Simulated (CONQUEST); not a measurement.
## GaAs: equation of state with PBE

Crystal: GaAs.

```
As Ga
1.0
     3.99777    0.00000    0.00000
     0.00000    3.99777    0.00000
     0.00000    0.00000    5.65370
As Ga
2 2
Cartesian
  0.0000 1.9989 1.4134
  1.9989 0.0000 4.2403
  0.0000 0.0000 0.0000
  1.9989 1.9989 2.8268
```

```yaml
Program: CONQUEST 1.3
Task: equation of state
Functional: PBE
Potentials_or_basis: PseudoDojo NC PBE, SZP, grid of 40 × 40 × 60 points
k_mesh: 7 × 7 × 5
Occupations: fermi-dirac, width 0.05 eV
Spin: no spin polarisation
```

```
Equilibrium volume : 25.54 Å³/atom (rough: see the caveat)
Bulk modulus       : 33 GPa (rough)
```

Energy against volume, from the lowest point:
| volume (Å³/atom) | energy (meV/atom) |
| --- | --- |
| 21.234 | 122.21 |
| 21.686 | 88.64 |
| 22.138 | 61.28 |
| 22.590 | 39.74 |
| 23.041 | 22.65 |
| 23.493 | 9.28 |
| 23.945 | 0.00 |

All runs of the series together: 7.9 min on 1 thread of Intel(R) Xeon(R) Platinum 8375C CPU @ 2.90GHz (Ice Lake) (shared host).

Caveat: the minimum lies outside the volumes run; the atomic basis is small; the fit is doubtful: noisy points or a state that changes with volume; the basis of atomic orbitals isn't converged, which shifts pressures, moduli and gaps.
